**Q:** I have run one slab of tungsten disulfide with five plane-wave cutoffs, and the columns disagree about when I may stop. At 250 eV the energy is still off by 240 meV per atom, which looks hopeless. Yet no force component is off by more than about 0.08 eV/Å, which looks almost usable. How can the same calculation be so bad and so good?

Ansatz 0.2.0, PBEsol with plane waves and the soft_2 PAW set, for a nine-atom WS2 slab with the atoms held in place. All runs use an 8×8×1 k mesh, Gaussian smearing of 0.02 eV, no spin polarization and a density cutoff four times the wave cutoff. The reference is the same cell at a wave cutoff of 600 eV; positive pressure means compression.

```csv
wave cutoff,energy less reference (meV per atom),pressure less reference (GPa),largest force change (eV/Å),pressure (GPa)
200 eV,1479.7,-0.675,0.211,0.205
250 eV,239.5,0.201,0.081,1.081
300 eV,26.4,0.116,0.025,0.996
350 eV,2.9,0.016,0.004,0.896
420 eV,0.6,0.005,0.001,0.885
```

**A:** Begin with what a low cutoff leaves out. It forbids waves shorter than a certain length. Electrons close to a nucleus need such short waves, even after the potentials have smoothed their motion there, while between the atoms and in the vacuum longer waves do most of the work. Each error in the table is taken against a run at 600 eV with the atoms in the same places. All these runs give a band gap close to 1 eV, so there is no sign that the electronic state changes along the series.

**Q:** Then I think I know the answer. The energy is a minimum with respect to the wave function, so a small error in the wave function enters it only squared. The force is not a minimum of anything and feels the error directly. The force error should therefore follow the square root of the energy error.

**A:** That is a definite prediction. Take the 200 eV row as the starting point and see where it leads.

**Q:** It gives 0.085 eV/Å at 250 eV, where the table has 0.081, and 0.028 at 300 eV, where the table has 0.025. I would call the matter settled.

**A:** Go on to the last two rows. At 350 eV your law gives 0.009 eV/Å against 0.004 in the table, and at 420 eV it gives 0.004 against 0.001. The last force error has only one digit, but rounding doesn't close a gap of that size. More telling is where the law fails. It rests on the wave-function error being small, so it ought to improve as the cutoff rises, and it gets worse.

**Q:** Is the argument about the minimum wrong, then?

**A:** The premise is right, but it proves less than you took from it. It tells you the slowest way in which the force error may fade once the errors are small. Whether the force really feels the missing waves that strongly is a separate matter. For that you need a second fact about plane waves: they fill the cell evenly and don't travel with the atoms. Once the self-consistent cycle has converged, the force is therefore the slope of the energy computed at that same cutoff, with no extra term from a moving basis.

**Q:** So an error in the energy harms the force only if it changes when an atom moves?

**A:** Yes, and that is the heart of it. Imagine a lone atom in a large box. Wherever you put it, it lacks the same short waves near its nucleus and carries the same energy error, apart from small effects of the grid. Bonding alters that error somewhat, and only the altered part has a slope. If $\Delta E$ is the energy error of the whole cell, $x$ a coordinate of one atom and $\Delta F$ the error of the force along it, then

$$\Delta F = -\frac{\partial\,\Delta E}{\partial x}.$$

**Q:** If one is the slope of the other, shouldn't the two shrink in proportion?

**A:** Only if the error kept its dependence on the geometry and merely became smaller. The table rules that out for the low cutoffs: scaled down from 200 eV in proportion to the energy, the force error at 300 eV would be 0.004 eV/Å instead of 0.025. The common offset fades faster there than the part that depends on where the atoms sit. From 300 to 350 eV the two come closer, with the energy error falling ninefold and the force error about sixfold. Why the offset leads at first, and which electrons cause most of it, these totals don't reveal. The individual forces do show where the geometry-dependent part sits. At 250 and 350 eV the largest errors lie across the slab on the last six atoms, presumably the sulfur, three pushed one way and three the other, so it is mainly the thickness of the layers that a low cutoff gets wrong.

**Q:** Can you at least say how much of the energy error is common offset?

**A:** Not for every arrangement of the atoms, but we can limit how much small moves would change the error. Let all nine atoms move by 0.1 Å along each of the three axes, which makes 27 coordinates. Suppose, too, that every coordinate has the largest force error and that all the contributions add up. At 250 eV the energy error can then change by at most

$$27 \times 0.1\ \text{Å} \times 0.081\ \text{eV/Å} \approx 0.22\ \text{eV}.$$

The energy error of the whole cell is $9 \times 239.5$ meV, or about 2.2 eV. Such moves therefore alter at most about a tenth of it, as long as the slope stays the same along the way.

**Q:** And in the other rows?

**A:** At 200 eV the limit is even tighter, about 4 %. At higher cutoffs it loosens, until at 420 eV it allows roughly half of the error to change, but by then the whole cell is off by only 5 to 6 meV. The output printed below gives this sum for every row, beside the two scaling laws we tried. The relation between force and slope comes from theory; what the table adds is the size. A direct test would be a second arrangement of the atoms, run at the same cutoffs.

**Q:** Does the pressure follow the same logic? Its error even changes sign.

**A:** It does, with volume in place of an atom's position, but there is a trap on the way. If you stretch the cell and keep the same set of waves, every wave becomes longer. The effective cutoff drops, the energy rises, and the cell seems to resist being stretched. This false pull is a negative pressure. From the fall of the energy with cutoff I estimate its size at 250 eV as roughly eight gigapascals.

**Q:** But the error in the table is only 0.2 GPa there.

**A:** Because the tabulated pressure has already been corrected for this effect. You might still suspect that the small error left over is a piece of the false pull that escaped the correction. Such a piece would be negative in every row, whereas the error is positive in all rows but the first. A correction that misses slightly, by too little at 200 eV or too much above it, would be expected to miss about equally along all three axes. At 250 eV the stress error is 0.13 and 0.11 GPa in the plane but 0.36 GPa across the slab. Stretching across a slab only moves its atoms apart, so that component should follow from the force errors along the same axis, and it has the size one would expect from them for layers of ordinary thickness. There, what is left looks like the true slope of the energy error; for the in-plane part a slight miss of the correction remains possible.

**Q:** Somewhere between 200 and 250 eV the pressure error must pass through zero. Could I run there?

**A:** You would be choosing an accident. The errors on either side are −0.7 and +0.2 GPa, and nothing ties the crossing to the same cutoff in another structure. The pressure is also a poor summary of this cell. It averages over the vacuum, and in the reference run it hides a pull of about 1 GPa along one axis, a push of about 3 GPa along another and a shear of about 3 GPa between the two.

**Q:** One thing still bothers me. After 350 eV the energy seems to lose its momentum.

**A:** It does. Had the fall from 300 to 350 eV continued at the same rate, the error at 420 eV would be about 0.1 meV per atom, and the table has 0.6. The grid for the electron density is refined together with the waves, so the two effects are mixed. The run at 420 eV also drew a warning about a rough exchange-correlation potential where the density is thin, as it is in the vacuum; none of the other runs, the reference included, drew it. Nor does anything oblige the error from the missing waves to fall at a steady rate. The table doesn't decide between these causes, and for most purposes half a millielectronvolt is harmless.

**Q:** So which cutoff do I choose?

**A:** Let the quantity you need decide. The atoms here were pushed off their resting places, and the largest force component is about 3 eV/Å, so an error of 0.08 is under 3 % of it. Even that flatters the 250 eV run: the component with the largest error is itself less than half an eV/Å, so there the error is nearly a fifth. Near equilibrium the comfort is gone altogether, because all the forces are small. A relaxation at 300 eV can still stop at 0.01 eV/Å, because its forces are the slope of its own energy, but it may settle in a slightly wrong place: the force error in that row is 0.025 eV/Å. If the forces themselves are to be right to 0.01 eV/Å, 350 eV is the first row here that will do, although the program recommends more.

**Q:** And for energies?

**A:** Compare them only at one and the same cutoff. Put your 250 eV run beside your 300 eV run, and the same atoms in the same places seem to differ by $239.5 - 26.4 \approx 213$ meV per atom. Keep the cutoff fixed and move the atoms a little, and most of that offset drops out. For a large rearrangement, where bonds break or form, the slopes at one geometry no longer vouch for the cancellation, so repeat both end points at a higher cutoff and see whether their difference holds.

Printed output of the fit:

```
Factor by which the error shrinks from the row before:
     row  energy  force  pressure magnitude
  250 eV   6.178  2.605               3.358
  300 eV   9.072   3.24               1.733
  350 eV   9.103   6.25                7.25
  420 eV   4.833      4                 3.2
Force error predicted from the 200 eV row:
     row  square root law eV/A  square root law over table  proportional law eV/A  proportional law over table
  200 eV                 0.211                           1                  0.211                            1
  250 eV               0.08489                       1.048                0.03415                       0.4216
  300 eV               0.02818                       1.127               0.003765                       0.1506
  350 eV              0.009341                       2.335              0.0004135                       0.1034
  420 eV              0.004249                       4.249              8.556e-05                      0.08556
Part of the energy error that a change of geometry can alter:
     row  error of cell meV  cap for 0.1 A moves meV  cap in percent of error  1 percent volume meV/atom  volume part in percent of error
  200 eV              13317                    569.7                    4.278                      1.168                          0.07894
  250 eV               2156                    218.7                    10.15                     0.3478                           0.1452
  300 eV              237.6                     67.5                    28.41                     0.2007                           0.7604
  350 eV               26.1                     10.8                    41.38                    0.02769                           0.9547
  420 eV                5.4                      2.7                       50                   0.008652                            1.442
Pressure error and rough finite-basis stress:
     row  rough stress before correction GPa  error left GPa  error left in percent of reference pressure
  200 eV                                 n/a          -0.675                                        -76.7
  250 eV                              -8.401           0.201                                        22.84
  300 eV                              -1.346           0.116                                        13.18
  350 eV                             -0.1727           0.016                                        1.818
  420 eV                            -0.02185           0.005                                       0.5682
Energy error at 420 eV if the fall from 300 to 350 eV went on, meV per atom: 0.1317
Largest first-order change of the energy error when one atom moves 0.1 A along one axis at 200 eV, meV: 21.1
```
